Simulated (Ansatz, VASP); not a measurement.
# InAs in two plane-wave programs, part 3 of 3

Aim: how closely do two programs agree when they are given the same cell, functional and k mesh? The cell is taken from a series of runs on this material, whose earlier steps may have relaxed, scaled, displaced or heated it; both programs get it as it stands.

VASP 6.6.1 and Ansatz 0.2.0.

So far: Set-up; Ansatz: zone-centre phonons, LDA; VASP: zone-centre phonons, LDA.

## (3) VASP: zone-centre phonons, LDA (continued)

Level of this step: LDA; plane waves and PAW (As, In_d) (VASP).

Numbers of over 12 decimals in the logs are rounded to 6 here.

From OUTCAR (step 3):

```text
ion  position               nearest neighbor table
   1  0.752  0.752  0.748-   2 2.61   2 2.61   2 2.62   2 2.62
   2  0.998  0.998  0.002-   1 2.61   1 2.61   1 2.62   1 2.62

  LATTYP: Found a body centered orthorhombic cell.
 ALAT       =     4.2604043015
 B/A-ratio  =     1.0200773544
 C/A-ratio  =     1.3982212502

 Subroutine GETGRP returns: Found  2 space group operations
 (whereof  2 operations were pure point group operations)

The static configuration has the point symmetry C_1h.

   k-points           NKPTS =   1728   k-points in BZ     NKDIM =   1728   number of bands    NBANDS=     15

   dimension x,y,z NGX =    32 NGY =   32 NGZ =   32
   dimension x,y,z NGXF=    64 NGYF=   64 NGZF=   64

   ENCUT  =  500.0 eV  36.75 Ry    6.06 a.u.   7.76  7.76  7.92*2*pi/ulx,y,z

   NELECT =      18.0000    total number of electrons

 k-points in reciprocal lattice and weights: Points of the shifted mesh
   0.04166667  0.04166667  0.04166667       0.001
   0.04166667  0.04166667  0.12500000       0.001
   0.04166667  0.04166667  0.20833333       0.001
   0.04166667  0.04166667  0.29166667       0.001
   0.04166667  0.04166667  0.37500000       0.001
   0.04166667  0.04166667  0.45833333       0.001
   0.04166667  0.04166667  0.54166667       0.001
   0.04166667  0.04166667  0.62500000       0.001
   0.04166667  0.04166667  0.70833333       0.001
[...]
0.95833333  0.95833333  0.87500000       0.001
   0.95833333  0.95833333  0.95833333       0.001

 average (electrostatic) potential at core
       1 -53.0948       2 -96.0918

  Total       -0.2015803     -0.2015803      0.0514235     -0.2581501     -0.0026638     -0.0026639
  in kB       -5.8563527     -5.8563527      1.4939666     -7.4998295     -0.0773895     -0.0773907
  external PRESSURE =      -3.4062463 kB  Pullay stress =       0.0000000 kB

  energy-cutoff  :      500.00
  volume of cell :       55.15
      direct lattice vectors                 reciprocal lattice vectors
     0.030242125  3.042802897  2.978493915    -0.165971756  0.165971756  0.167870076
     3.042802897  0.030242125  2.978493915     0.165971756 -0.165971756  0.167870076
     3.073045022  3.073045022  0.000000000     0.162705068  0.162705068 -0.167870076

 POSITION                                       TOTAL-FORCE (eV/Angst)
 -----------------------------------------------------------------------------------
      4.60947      4.60947      4.47778         0.000071      0.000071      0.001560
      3.07314      3.07314      5.94695        -0.000071     -0.000071     -0.001560
 -----------------------------------------------------------------------------------
    total drift:                                0.000003      0.000003     -0.000255

 Eigenvectors and eigenvalues of the dynamical matrix
 ----------------------------------------------------

   1 f  =    6.464794 THz    40.619496 2PiTHz  215.642301 cm-1    26.736226 meV
             X         Y         Z           dx          dy          dz
      4.609470  4.609470  4.477780     0.550485   -0.550485    0.000000
      3.073142  3.073142  5.946949    -0.443808    0.443808   -0.000000

   2 f  =    6.369267 THz    40.019282 2PiTHz  212.455863 cm-1    26.341158 meV
             X         Y         Z           dx          dy          dz
      4.609470  4.609470  4.477780    -0.003612   -0.003612    0.778254
      3.073142  3.073142  5.946949     0.002906    0.002906   -0.627915

   3 f  =    6.364983 THz    39.992369 2PiTHz  212.312987 cm-1    26.323444 meV
             X         Y         Z           dx          dy          dz
      4.609470  4.609470  4.477780    -0.550355   -0.550355   -0.005097
      3.073142  3.073142  5.946949     0.443945    0.443945    0.004124

   4 f/i=    0.003699 THz     0.023241 2PiTHz    0.123381 cm-1     0.015297 meV
             X         Y         Z           dx          dy          dz
      4.609470  4.609470  4.477780     0.036629    0.036629    0.625789
      3.073142  3.073142  5.946949     0.045399    0.045399    0.775618

   5 f/i=    0.004373 THz     0.027475 2PiTHz    0.145862 cm-1     0.018085 meV
             X         Y         Z           dx          dy          dz
      4.609470  4.609470  4.477780    -0.442441   -0.442441    0.051794
      3.073142  3.073142  5.946949    -0.548492   -0.548492    0.064209

   6 f/i=    0.006157 THz     0.038688 2PiTHz    0.205389 cm-1     0.025465 meV
             X         Y         Z           dx          dy          dz
      4.609470  4.609470  4.477780     0.443808   -0.443808    0.000000
      3.073142  3.073142  5.946949     0.550485   -0.550485    0.000000

 ELASTIC MODULI CONTR FROM IONIC RELAXATION (kBar)
 Direction    XX          YY          ZZ          XY          YZ          ZX
 --------------------------------------------------------------------------------
 XX          -0.4313     -0.4283     -0.7838     10.1617      0.0080      0.5379
 YY          -0.4283     -0.4313     -0.7838     10.0439     -0.8069      1.4685
 ZZ          -0.7838     -0.7838     -1.4301     18.4418     -1.0172      1.5823
 XY          10.1617     10.0439     18.4418   -240.2287      0.9072      0.9504
 YZ           0.0080     -0.8069     -1.0172      0.9072   -233.7627     21.1492
 ZX           0.5379      1.4685      1.5823      0.9504     21.1492   -236.3226
 --------------------------------------------------------------------------------
```

## (4) Differences

Known differences besides the potentials themselves: the two LDA forms differ slightly; the data sets hold 28 valence electrons in Ansatz (on its PAW soft_1 files) and 18 in VASP; the cutoff is 420 eV in Ansatz and 500 eV in VASP; VASP's log shows a relativistic correction to its local exchange, Ansatz's none. Total energies have different zeros and are not compared.

The two programs side by side:

```
             quantity  Ansatz   VASP  difference
optical mode 1 (cm⁻¹)   211.4  212.3     -0.41 %
optical mode 2 (cm⁻¹)   211.6  212.5     -0.39 %
optical mode 3 (cm⁻¹)   214.8  215.6     -0.38 %
```

Modes are paired by rising frequency, not by their patterns, so a pair may set unlike modes beside each other; they are those without the splitting of longitudinal modes.

## (5) Summary of results

| Property | Result |
| --- | --- |
| r.m.s. difference of the optical zone-centre modes, each program's sorted by frequency (zone-centre phonons, LDA) | 0.84 cm⁻¹ |

The r.m.s. difference of the optical zone-centre modes, each program's sorted by frequency is 0.84 cm⁻¹ (zone-centre phonons, LDA). The data sets hold unlike numbers of valence electrons (28 in Ansatz and 18 in VASP), so part of the differences comes from the potentials. How closely two codes agree says nothing of how well the functional describes the real material.

[Lines on the potential files, build, host, timing and source positions are cut from VASP's logs without a mark.]

[Logs are printed without paths, hosts, clocks, repeated set-up lines and the standing remarks that a program may print on its own settings, such as how far it seeks lower states.]

[Hosts, paths, dates, database ids (printed as entryN), source tags and the programs' standing remarks are cut or masked in the printed files.]
